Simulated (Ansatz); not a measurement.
# Ge (P4/mmm) in Ansatz: notebook

Runs on Ge. Level: PBE. Tasks: relaxation of the atoms.

Program: Ansatz 0.2.0. These are calculated values, not measurements. Logs are shortened: lines on timing, memory, paths and dates and some standing lists are left out, and cuts for length are marked.

### Step 1. The cell of the first run

The structure is tetragonal, space group P4/mmm (No. 123). Conventional cell: a = 5.293 Å, b = 5.293 Å, c = 2.655 Å, α = 90.00°, β = 90.00°, γ = 90.00°. Around Ge (site symmetry 4/mmm) lie 6 Ge at 2.65 to 2.66 Å. Ge (site symmetry mmm) has 4 Ge at 2.65 to 2.66 Å as nearest neighbours.

The cell was built by a generator and needn't be a form met in nature.

### Step 2. Relaxation of the atoms, PBE (strained by +1 %)

The input, input.yaml:

```yaml
crystal:
  lattice:
    - [5.2929858, 0.0, 0.0]
    - [0.0, 5.2929858, 0.0]
    - [0.0, 0.0, 2.65536]
  atoms:
    - { symbol: Ge, position: [0.0, 0.0, 0.0] }
    - { symbol: Ge, position: [0.0, 0.5, 0.0] }
    - { symbol: Ge, position: [0.5, 0.0, 0.0] }
hamiltonian:
  xc: pbe
  pseudopotentials: { kind: paw }
kpoints:
  mp_grid: { grid: [5, 5, 10] }
scf:
  occupations: { method: fermi_dirac, width: 0.05 }
output:
  forces: true
  stress: true
  eigenvalues: true
relax:
  f_tol: 0.01
  max_steps: 40
```

Potentials or basis: Ansatz PAW.

Command:

```
$ ansatz run input.yaml --threads 2 --pin off --max-ram 5632MiB --backend cpu --events-out ev --progress --plain --runs-dir out
```

Log:

```text
Warning: output.stress: scf.convergence.dr2_threshold = 1e-7 eV (the SCF's general default) is looser than the 3e-10 eV advised for a printed stress (1e-10 eV for each atom of the cell: 3). What an SCF threshold leaves in a stress goes as its square root, and in the free energy as the threshold itself, and one threshold admits the most on a small cell: of the crystals measured, under no hybrid functional and no lock of the moments, on runs that ended without the residual-converged pass, on stresses that held no estimate of that error, the worst erred by over 100 MPa in a component at 1e-7 eV an atom and by under 5 at 1e-10. Every solve of this run answers to scf.convergence.dr2_threshold, and the tensor of one is reported: a single SCF on the reported geometry and on this run's grids (its basis.xc_grid and basis.ecutrho_ratio typed), with scf.convergence.dr2_threshold at 3e-10 eV or tighter, prints it and tightens no other solve. Else set scf.convergence.dr2_threshold to 3e-10 eV or tighter. The threshold is an SCF's pass mark: one that does not reach it within its budget of iterations ends unconverged, or closes short of it on a stop that the run arms, and scf.convergence.dr2_threshold's page says what that costs each kind of run
Warning: RAYON_NUM_THREADS=2 ignored (pool sized by the plan → 2); use --threads N
Engine: ansatz 0.2.0, aarch64-unknown-linux-gnu
Pseudopotentials: kind: paw
Pseudopotential: Ge, paw, valence charge 14, recommended cutoff 420 eV (normal), Ge.paw.azcp
Functional definition: PBE
  parameter kappa = 0.804
  parameter beta = 0.06672455060314922
  exchange = pbe_x(kappa = kappa, mu = beta*pi^2/3)
  correlation = pbe_c(beta = beta)
Crystal: 3 atoms, lattice volume = 74.392 Å³
Basis set: ecut = 420 eV, 1473 PW (Γ), exchange–correlation on 72×72×36 points (8 copies of the dense FFT grid, shifted against one another)
Bands: 26, of which v1, the nominal top of the filled ones, is band 21 counted from 1 (20 counted from 0)
Symmetry: 16 space group operations
Space group: P4/mmm (ITA 123), of the structure as read, at distance tolerance 4.2e-5 Å
k-points: 36 of 250
Non-local potential: Ge, projectors of the file, l = 0: 2, l = 1: 2, l = 2: 3, l = 3: 1
PAW form: soft (Blöchl's): semilocal exchange-correlation on the pseudo side does not see the compensation charge
PAW one-centre angular grid: Ge, 590 points (default); XC on 64 Gauss nodes
Initial density: superposition of atomic densities (neutral atoms: chi_scale 0, normalization atom), corrected by the library's trained network
Initial wavefunctions: pseudopotential atomic-orbital guess
Functional: x = pbe(κ = 0.804, μ = 0.2195149727645171), c = pbe(β = 0.06672455060314922)
SCF iter   1: F=—  HF=-12883.346055 eV  |F-HF|=—  |Δ(HF+E_count)|=         —  Δρ=2.20e-3  dr2=9.14e-3  ethr=1.77e-3  ⟨swp⟩=5.9  Hψ=3784  notcnv=0
preconditioner: auto → LDOS  [metal: Δε(μ)=0.054 eV  Ē_g=22.333 eV  σ=0.050 eV  W_gap=0.26  n_scr=14 (ndim 8)  ℏωp=27.9 eV  f_vac=0.096  D(μ)=2.02/eV (n_scr^D=8)  β→1.0]
SCF iter   2: F=—  HF=-12883.344281 eV  |F-HF|=—  |Δ(HF+E_count)|=   1.77e-3  Δρ=9.06e-4  dr2=7.56e-4  ethr=2.18e-5  ⟨swp⟩=2.9  Hψ=2084  notcnv=0  defer=1
SCF iter   3: F=—  HF=-12883.344495 eV  |F-HF|=—  |Δ(HF+E_count)|=   2.14e-4  Δρ=8.16e-4  dr2=2.62e-4  ethr=1.80e-6  ⟨swp⟩=2.0  Hψ=1698  notcnv=0  defer=1
SCF iter   4: F=—  HF=-12883.344082 eV  |F-HF|=—  |Δ(HF+E_count)|=   4.13e-4  Δρ=9.12e-5  dr2=9.45e-6  ethr=6.24e-7  ⟨swp⟩=2.0  Hψ=1694  notcnv=0  defer=1
SCF iter   5: F=—  HF=-12883.344233 eV  |F-HF|=—  |Δ(HF+E_count)|=   1.51e-4  Δρ=1.90e-5  dr2=4.95e-7  ethr=2.25e-8  ⟨swp⟩=2.0  Hψ=1148  notcnv=0  defer=1
SCF iter   6: F=-12883.344233 eV  HF=-12883.344233 eV  |F-HF|=2.35e-8  |Δ(HF+E_count)|=   4.74e-7  Δρ=5.67e-6  dr2=4.00e-8  ethr=2.38e-10  ⟨swp⟩=5.7  Hψ=3599  notcnv=0
SCF 1 converged in 6 iterations: F = -12883.344233 eV  dr2 = 4.00e-8
relax step   1: F+E_penalty+E_count = -12883.34423317 eV  Δ(F+E_penalty+E_count) = +0.000e0 eV  max|allowed force component| = 2.018e-29 eV/Å  Δτ_max = 0.0000 Å  (6 SCF iters, accepted)
SCF converged after 6 iterations
Free energy (F): -12883.344233 eV
Harris-Foulkes:  -12883.344233 eV  (|F-HF|=2.35e-8)
Internal energy: -12883.326564 eV  (E = F + TS)
E sigma→0 (E₀):  -12883.335399 eV
Entropy (-TS):   -0.017669 eV (-5.890 meV/atom)
Fermi energy:    7.256141 eV
--- Per-component energies (eV) ---
  E_band       = -494.406533
  E_kinetic    = 329.250124
  E_local      = -7800.941315  (includes V_loc(G=0)·N_el)
  E_nonlocal   = 1248.105915
  E_hartree    = 3422.453767
  E_xc         = -224.830293
  E_vxc        = -191.027301  (∫ρ·V_xc dr)
  E_paw        = -6051.963263  (= ΣΔE_a)
  E_vpaw       = -924.709548  (= ΣTr[D̂ρ^β])
  E_aug_tail   = 0.000727  (compensation charges beyond the density's cutoff)
  E_ewald      = -3805.402226
  E_smearing   = -0.017669  (= −TS)
  E_closure    = 0.000000  (closes the sum)
  Σ components = -12883.344233   (vs F -12883.344233, Δ=0.00e0)
--- Forces (eV/Å), atoms counted from 1 ---
  atom   1  Ge    -0.00000000    -0.00000000     0.00000000
  atom   2  Ge     0.00000000     0.00000000     0.00000000
  atom   3  Ge     0.00000000     0.00000000     0.00000000
  max |Σ_I F_I| component: 5.23e-29 eV/Å
--- Stress (GPa, compression-positive) ---
       -1.335334       0.000000       0.000000
        0.000000      -1.335334       0.000000
        0.000000       0.000000      -0.344920
  P = ⅓ Tr σ = -1.0052 GPa (-10.052 kbar)
--- Band table (eV; the first three rows and the last of 36) ---
  k-point 0: bands = ["-17.5358", "-17.5319", "-17.5005", "-17.4778", "-17.4510", "-17.4127", "-17.3638", "-17.3638", "-17.3301", "-17.3301", "-17.3150", "-17.2201", "-17.1780", "-17.1686", "-17.1686", "-4.9796", "-1.6644", "0.7911", "2.3851", "2.3851", "7.3278", "7.3278", "11.2133", "11.6524", "15.0098", "15.6940"]
  k-point 1: bands = ["-17.5218", "-17.5094", "-17.4912", "-17.4731", "-17.4497", "-17.4119", "-17.3723", "-17.3723", "-17.3396", "-17.3396", "-17.2949", "-17.2193", "-17.1766", "-17.1766", "-17.1758", "-4.7744", "-1.4615", "0.9923", "2.5858", "2.5858", "7.5305", "7.5305", "11.4117", "11.8501", "12.5676", "15.3481"]
  k-point 2: bands = ["-17.5083", "-17.4644", "-17.4498", "-17.4463", "-17.4447", "-17.4096", "-17.3945", "-17.3945", "-17.3645", "-17.3645", "-17.2391", "-17.2172", "-17.1973", "-17.1973", "-17.1691", "-4.1604", "-0.8512", "1.5997", "3.1707", "3.1707", "8.1224", "8.1224", "9.1823", "11.9963", "12.0856", "12.4402"]
  k-point 35: bands = ["-17.4536", "-17.4498", "-17.4340", "-17.4281", "-17.4157", "-17.4140", "-17.4108", "-17.4105", "-17.2913", "-17.2759", "-17.2679", "-17.2679", "-17.2301", "-17.2294", "-17.1169", "0.2539", "1.4202", "1.8107", "3.3128", "4.1253", "4.6029", "7.9388", "9.6035", "10.9270", "11.7852", "11.8712"]
--- Relaxed structure (1 steps of the walk, 1 accepted, 0 SCFs on fresh bases) ---
  F+E_penalty+E_count = -12883.34423317 eV   max|allowed force component| = 2.018e-29 eV/Å
  atoms:
    - { symbol: Ge, position: [0.0, 0.0, 0.0] }
    - { symbol: Ge, position: [0.0, 0.5, 0.0] }
    - { symbol: Ge, position: [0.5, 0.0, 0.0] }
```

Run time: 1.9 s. Hardware: 2 threads of Arm Neoverse V2, shared host; peak memory 0.35 GiB.

What came out:

* Free energy: -12883.3442 eV
* Pressure after relaxing: -1.0 GPa
* Band gap on the k mesh: none (metal or under the smearing width)

Final structure:
```
CELL_PARAMETERS angstrom
5.29299 0.00000 0.00000
0.00000 5.29299 0.00000
0.00000 0.00000 2.65536
ATOMIC_POSITIONS crystal
Ge 0.00000 0.00000 0.00000
Ge 0.00000 0.50000 0.00000
Ge 0.50000 0.00000 0.00000
```

Caveat: the relaxation stopped at its first step, so nothing moved; the thresholds are loose for stress.

### Step 3. Relaxation of the atoms, PBE (strained by +2 %)

Changes to input.yaml since step 2:

```diff
@@ -2,4 +2,4 @@
   lattice:
-    - [5.2929858, 0.0, 0.0]
-    - [0.0, 5.2929858, 0.0]
+    - [5.3453916, 0.0, 0.0]
+    - [0.0, 5.3453916, 0.0]
     - [0.0, 0.0, 2.65536]
```

Potentials or basis: Ansatz PAW.

Command:

```
$ ansatz run input.yaml --threads 2 --pin off --max-ram 5632MiB --backend cpu --events-out ev --progress --plain --runs-dir out
```

Log:

```text
Warning: output.stress: scf.convergence.dr2_threshold = 1e-7 eV (the SCF's general default) is looser than the 3e-10 eV advised for a printed stress (1e-10 eV for each atom of the cell: 3). What an SCF threshold leaves in a stress goes as its square root, and in the free energy as the threshold itself, and one threshold admits the most on a small cell: of the crystals measured, under no hybrid functional and no lock of the moments, on runs that ended without the residual-converged pass, on stresses that held no estimate of that error, the worst erred by over 100 MPa in a component at 1e-7 eV an atom and by under 5 at 1e-10. Every solve of this run answers to scf.convergence.dr2_threshold, and the tensor of one is reported: a single SCF on the reported geometry and on this run's grids (its basis.xc_grid and basis.ecutrho_ratio typed), with scf.convergence.dr2_threshold at 3e-10 eV or tighter, prints it and tightens no other solve. Else set scf.convergence.dr2_threshold to 3e-10 eV or tighter. The threshold is an SCF's pass mark: one that does not reach it within its budget of iterations ends unconverged, or closes short of it on a stop that the run arms, and scf.convergence.dr2_threshold's page says what that costs each kind of run
Warning: RAYON_NUM_THREADS=2 ignored (pool sized by the plan → 2); use --threads N
[... 8 set-up lines as earlier in the session ...]
Crystal: 3 atoms, lattice volume = 75.872 Å³
Basis set: ecut = 420 eV, 1473 PW (Γ), exchange–correlation on 72×72×36 points (8 copies of the dense FFT grid, shifted against one another)
Bands: 26, of which v1, the nominal top of the filled ones, is band 21 counted from 1 (20 counted from 0)
[... 2 set-up lines as earlier in the session ...]
k-points: 36 of 250
[... 6 set-up lines as earlier in the session ...]
SCF iter   1: F=—  HF=-12883.330323 eV  |F-HF|=—  |Δ(HF+E_count)|=         —  Δρ=2.04e-3  dr2=7.85e-3  ethr=1.77e-3  ⟨swp⟩=5.9  Hψ=3778  notcnv=0
preconditioner: auto → LDOS  [metal: Δε(μ)=0.014 eV  Ē_g=22.275 eV  σ=0.050 eV  W_gap=0.07  n_scr=14 (ndim 8)  ℏωp=27.6 eV  f_vac=0.099  D(μ)=2.44/eV (n_scr^D=14)  β→1.0]
SCF iter   2: F=—  HF=-12883.329199 eV  |F-HF|=—  |Δ(HF+E_count)|=   1.12e-3  Δρ=9.37e-4  dr2=9.94e-4  ethr=1.87e-5  ⟨swp⟩=2.6  Hψ=2093  notcnv=0  defer=1
SCF iter   3: F=—  HF=-12883.329454 eV  |F-HF|=—  |Δ(HF+E_count)|=   2.55e-4  Δρ=9.18e-4  dr2=3.49e-4  ethr=2.37e-6  ⟨swp⟩=2.0  Hψ=1698  notcnv=0  defer=1
SCF iter   4: F=—  HF=-12883.328917 eV  |F-HF|=—  |Δ(HF+E_count)|=   5.37e-4  Δρ=9.00e-5  dr2=1.05e-5  ethr=8.30e-7  ⟨swp⟩=2.0  Hψ=1697  notcnv=0  defer=1
SCF iter   5: F=—  HF=-12883.329061 eV  |F-HF|=—  |Δ(HF+E_count)|=   1.44e-4  Δρ=1.85e-5  dr2=4.45e-7  ethr=2.49e-8  ⟨swp⟩=2.8  Hψ=1617  notcnv=0  defer=1
SCF iter   6: F=-12883.329062 eV  HF=-12883.329062 eV  |F-HF|=3.54e-9  |Δ(HF+E_count)|=   6.56e-7  Δρ=5.19e-6  dr2=4.45e-8  ethr=2.38e-10  ⟨swp⟩=5.8  Hψ=3648  notcnv=0
SCF 1 converged in 6 iterations: F = -12883.329062 eV  dr2 = 4.45e-8
relax step   1: F+E_penalty+E_count = -12883.32906205 eV  Δ(F+E_penalty+E_count) = +0.000e0 eV  max|allowed force component| = 2.314e-29 eV/Å  Δτ_max = 0.0000 Å  (6 SCF iters, accepted)
SCF converged after 6 iterations
Free energy (F): -12883.329062 eV
Harris-Foulkes:  -12883.329062 eV  (|F-HF|=3.54e-9)
Internal energy: -12883.309495 eV  (E = F + TS)
E sigma→0 (E₀):  -12883.319279 eV
Entropy (-TS):   -0.019567 eV (-6.522 meV/atom)
Fermi energy:    7.023718 eV
--- Per-component energies (eV) ---
  E_band       = -502.949047
  E_kinetic    = 328.688649
  E_local      = -7852.280011  (includes V_loc(G=0)·N_el)
  E_nonlocal   = 1247.776933
  E_hartree    = 3443.865470
  E_xc         = -224.547383
  E_vxc        = -190.631349  (∫ρ·V_xc dr)
  E_paw        = -6051.700872  (= ΣΔE_a)
  E_vpaw       = -924.240015  (= ΣTr[D̂ρ^β])
  E_aug_tail   = 0.000951  (compensation charges beyond the density's cutoff)
  E_ewald      = -3775.113232
  E_smearing   = -0.019567  (= −TS)
  E_closure    = 0.000000  (closes the sum)
  Σ components = -12883.329062   (vs F -12883.329062, Δ=0.00e0)
--- Forces (eV/Å), atoms counted from 1 ---
  atom   1  Ge     0.00000000     0.00000000     0.00000000
  atom   2  Ge     0.00000000    -0.00000000     0.00000000
  atom   3  Ge     0.00000000     0.00000000     0.00000000
  max |Σ_I F_I| component: 4.42e-29 eV/Å
--- Stress (GPa, compression-positive) ---
       -1.905831       0.000000       0.000000
        0.000000      -1.905831       0.000000
        0.000000       0.000000      -1.155801
  P = ⅓ Tr σ = -1.6558 GPa (-16.558 kbar)
--- Band table (eV; the first three rows and the last of 36) ---
  k-point 0: bands = ["-17.7503", "-17.7491", "-17.7133", "-17.6900", "-17.6671", "-17.6357", "-17.5870", "-17.5870", "-17.5476", "-17.5476", "-17.5247", "-17.4212", "-17.3880", "-17.3702", "-17.3702", "-5.0752", "-1.9045", "0.4777", "2.2589", "2.2589", "7.0608", "7.0608", "10.9383", "11.4109", "14.9023", "15.1800"]
  k-point 1: bands = ["-17.7290", "-17.7278", "-17.7099", "-17.6861", "-17.6659", "-17.6349", "-17.5955", "-17.5955", "-17.5569", "-17.5569", "-17.5037", "-17.4204", "-17.3860", "-17.3784", "-17.3784", "-4.8699", "-1.7015", "0.6790", "2.4601", "2.4601", "7.2637", "7.2637", "11.1376", "11.6091", "12.4570", "15.1141"]
  k-point 2: bands = ["-17.7116", "-17.6800", "-17.6669", "-17.6668", "-17.6626", "-17.6326", "-17.6177", "-17.6177", "-17.5812", "-17.5812", "-17.4466", "-17.4182", "-17.3995", "-17.3995", "-17.3798", "-4.2556", "-1.0907", "1.2870", "3.0468", "3.0468", "7.8566", "7.8566", "9.0718", "11.7257", "11.8505", "12.2012"]
  k-point 35: bands = ["-17.6767", "-17.6733", "-17.6533", "-17.6492", "-17.6355", "-17.6346", "-17.6327", "-17.6302", "-17.5048", "-17.4955", "-17.4672", "-17.4672", "-17.4328", "-17.4260", "-17.3170", "0.1495", "1.2625", "1.6566", "3.1536", "3.9269", "4.3978", "7.7970", "9.3592", "10.6081", "11.5603", "11.6100"]
--- Relaxed structure (1 steps of the walk, 1 accepted, 0 SCFs on fresh bases) ---
  F+E_penalty+E_count = -12883.32906205 eV   max|allowed force component| = 2.314e-29 eV/Å
  atoms:
    - { symbol: Ge, position: [0.0, 0.0, 0.0] }
    - { symbol: Ge, position: [0.0, 0.5, 0.0] }
    - { symbol: Ge, position: [0.5, 0.0, 0.0] }
```

Wall time 1.9 s (2 threads of Arm Neoverse V2, shared host); peak memory 0.35 GiB.

Results:

```yaml
Free_energy: -12883.3291 eV
Pressure_after_relaxing: -1.7 GPa
Band_gap_on_the_k_mesh: none (metal or under the smearing width)
```

Stress tensor (GPa, compression positive):
```
-1.91  0.00  0.00
 0.00 -1.91  0.00
 0.00  0.00 -1.16
```

Final structure:
```yaml
crystal:
  lattice:
    - [5.34539, 0.00000, 0.00000]
    - [0.00000, 5.34539, 0.00000]
    - [0.00000, 0.00000, 2.65536]
  atoms:
    - { symbol: Ge, position: [0.00000, 0.00000, 0.00000] }
    - { symbol: Ge, position: [0.00000, 0.50000, 0.00000] }
    - { symbol: Ge, position: [0.50000, 0.00000, 0.00000] }
```

Levels at points of the mesh, in eV from the Fermi level:
```csv
k point,band 18,band 19,band 20,band 21,band 22,band 23,band 24,band 25
"(0.00, 0.00, 0.00)",-6.55,-4.76,-4.76,0.04,0.04,3.91,4.39,7.88
"(0.00, 0.00, -0.50)",-4.59,-2.48,-1.87,-1.50,-1.50,-0.73,3.41,3.41
```

Caveat: the relaxation stopped at its first step, so nothing moved; the thresholds are loose for stress.

(Continued in part 2 of 2.)
